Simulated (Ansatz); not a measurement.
Li2O: band structure with revPBE

Li2O:

```
O Li
1.0
     0.00000    2.32685    2.32685
     2.32685    0.00000    2.32685
     2.32685    2.32685    0.00000
O Li
1 2
Cartesian
  0.0000 0.0000 0.0000
  1.1634 1.1634 1.1634
  3.4903 3.4903 3.4903
```

The cell comes from a database or a generator and needn't be the stable form of this composition.

```json
{
 "Program": "Ansatz 0.2.0",
 "Task": "band structure",
 "Functional": "revPBE",
 "Potentials or basis": "Ansatz PAW",
 "Cutoff": "420 eV (not typed: the program's choice for these potentials)",
 "k mesh": "10 × 10 × 10",
 "Occupations": "fermi-dirac, width 0.05 eV",
 "Spin": "no spin polarisation",
 "Path": "[[\"G\", \"X\", \"W\", \"K\", \"G\", \"L\", \"U\", \"W\", \"L\", \"K\"], [\"U\", \"X\"]]",
 "Points for each segment of the path": "14"
}
```

```yaml
Pressure: 1.5 GPa
Band_gap_on_the_k_mesh: 5.06 eV, indirect (least direct gap 5.18 eV)
Band_gap_along_the_path: 5.06 eV, indirect (least direct gap 5.18 eV)
```

Levels at the corners of the path, in eV from the valence-band top:
| point | band 3 | band 4 | band 5 | band 6 | band 7 | band 8 | band 9 | band 10 |
| --- | --- | --- | --- | --- | --- | --- | --- | --- |
| Γ | -15.48 | 0.00 | 0.00 | 0.00 | 5.18 | 11.99 | 11.99 | 11.99 |
| X | -15.21 | -1.57 | -1.32 | -1.32 | 5.06 | 13.50 | 13.50 | 14.56 |
| W | -15.20 | -1.74 | -1.45 | -1.45 | 7.19 | 10.41 | 13.99 | 13.99 |
| K | -15.21 | -1.94 | -1.48 | -1.04 | 6.59 | 11.53 | 13.27 | 14.18 |
| Γ | -15.48 | 0.00 | 0.00 | 0.00 | 5.18 | 11.99 | 11.99 | 11.99 |
| L | -15.26 | -2.69 | -0.43 | -0.43 | 9.16 | 9.71 | 12.10 | 12.10 |
| U | -15.21 | -1.94 | -1.48 | -1.04 | 6.59 | 11.53 | 13.27 | 14.18 |
| W | -15.20 | -1.74 | -1.45 | -1.45 | 7.19 | 10.41 | 13.99 | 13.99 |
| L | -15.26 | -2.69 | -0.43 | -0.43 | 9.16 | 9.71 | 12.10 | 12.10 |
| K | -15.21 | -1.94 | -1.48 | -1.04 | 6.59 | 11.53 | 13.27 | 14.18 |
| U | -15.21 | -1.94 | -1.48 | -1.04 | 6.59 | 11.53 | 13.27 | 14.18 |
| X | -15.21 | -1.57 | -1.32 | -1.32 | 5.06 | 13.50 | 13.50 | 14.56 |

Wall time 0.42 s on 2 threads of AMD EPYC 9R05 (Zen 5) (shared host), peak memory 0.35 GiB.

Caveat: the pressure holds a Pulay correction of +0.4 GPa for the finite cutoff; the PAW data sets come from PBE, with cores solved anew for the run's functional, which leaves a small shift of forces and pressure. revPBE gaps usually lie below the measured ones, often by a third to a half.
